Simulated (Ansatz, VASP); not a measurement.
# Two plane-wave programs on Si

INCAR

```
PREC = Accurate ; ENCUT = 520
EDIFF = 1E-7 ; ISMEAR = 0
SIGMA = 0.05 ; LREAL = False
LASPH = True ; NELM = 80
ALGO = Normal ; ISIF = 2
LWAVE = False ; LCHARG = False
GGA = PE ; NBANDS = 11
```

The input KPOINTS:

```
Automatic mesh
0
Gamma
  10 10 10
```

File POSCAR:

```
Si
1.0
    0.0000000000      2.6902713435      2.6902713435
    2.6902713435      0.0000000000      2.6902713435
    2.6902713435      2.6902713435      0.0000000000
Si
2
Direct
    0.5000000000      0.5000000000      0.5000000000
    0.7500000000      0.7500000000      0.7500000000
```

Input for Ansatz:

```yaml
crystal:
  lattice:
    - [0.0, 2.6902713435, 2.6902713435]
    - [2.6902713435, 0.0, 2.6902713435]
    - [2.6902713435, 2.6902713435, 0.0]
  atoms:
    - { symbol: Si, position: [0.5, 0.5, 0.5] }
    - { symbol: Si, position: [0.75, 0.75, 0.75] }
basis:
  ecutwfc: 420
kpoints:
  mp_grid: { grid: [10, 10, 10] }
hamiltonian:
  xc: pbe
  pseudopotentials: { kind: paw, azcp: { folder: soft_1 } }
scf:
  occupations: { method: gaussian, width: 0.05 }
output:
  forces: true
  stress: true
  eigenvalues: true
  write_density: true
  write_potential: true
  elf: true
  volumetric_format: npy
```

Alike in both runs: task single point; functional PBE; k mesh 10 × 10 × 10; occupations gaussian, width 0.05 eV; no spin polarisation.

|  | VASP | Ansatz |
| --- | --- | --- |
| version | VASP 6.6.1 | Ansatz 0.2.0 |
| potentials or method | VASP PAW PBE potentials, release 64 (Si) | scalar-relativistic, plane waves, PAW |
| plane-wave cutoff (eV) | 520 | 420 |
| valence electrons in the cell | 8 | 8 |

```csv
,VASP,Ansatz,Ansatz less VASP
gap on the k mesh at the Fermi level (eV),0.53,0.53,-0.002
least direct gap on the mesh (eV),2.58,2.57,-0.005
pressure (GPa),4.8,4.9,+0.07
```

A k mesh can miss the band edges.
